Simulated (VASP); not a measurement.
Crystal: Pm.

```
Pm
1.0
     0.00000    2.58417    2.58417
     2.58417    0.00000    2.58417
     2.58417    2.58417    0.00000
Pm
1
Direct
  0.00000 0.00000 0.00000
```

This isn't the form of Pm at room conditions, which is double hcp.

Base run:

- Program: VASP 6.6.1
- Functional: PBE
- Potentials or basis: VASP PAW PBE potentials, release 64 (Pm)
- Cutoff: 520 eV
- k mesh: 9 × 9 × 9
- Occupations: fermi-dirac, width 0.05 eV
- Spin: collinear spin, ferromagnetic start
- Starting moments: [4.0] μB

Its results: pressure 1.1 GPa; net moment 5.45 μB per cell; site moments Pm +4.67 μB.

The run is repeated on the same cell with these changes: k mesh from 9 × 9 × 9 to 7 × 7 × 7; further incar settings from ALGO = Normal; EDIFF = 1e-07; NBANDS = 18 to ALGO = Normal; EDIFF = 1e-06; NBANDS = 18. What comes out?

Pressure 0.4 GPa; net moment 5.42 μB per cell; site moments Pm +4.66 μB.

Caveats: the magnetic or orbital state may not be the lowest.
